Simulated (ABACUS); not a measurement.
Crystal: ZrN.

```xyz
2
Lattice="0.0000 2.3000 2.3000 2.3000 0.0000 2.3000 2.3000 2.3000 0.0000" Properties=species:S:1:pos:R:3 pbc="T T T"
Zr    2.3000    2.3000    2.3000
N     0.0000    0.0000    0.0000
```

Program: ABACUS 3.10.1. Alike in all runs: task single point; potentials or basis SG15 ONCV 1.2 PBE, DZP LCAO (the cutoffs set its grid); no spin polarisation; cell as given; k mesh 4 × 4 × 4; cutoff (eV) 1361; smearing fermi-dirac 0.05 eV; the mesh is coarse, so values aren't converged. Hardware: 8 threads of Intel(R) Xeon(R) Platinum 8488C (Sapphire Rapids), on a shared host.

Q: Order these runs on this cell by their wall time, lowest first.
A. level HSE-type (share 0.4, screening 0.11/bohr); share of exact exchange 0.4; screening of the exchange 0.11 1/bohr; threshold of the auxiliary basis 0.001
B. level PBE
C. level HSE-type (share 0.1, screening 0.11/bohr); share of exact exchange 0.1; screening of the exchange 0.11 1/bohr; threshold of the auxiliary basis 0.001

A: B (11 s), C (240 s), A (530 s).

Caveats: all runs use coarse meshes; the atomic orbitals were generated for these runs and aren't a published set.
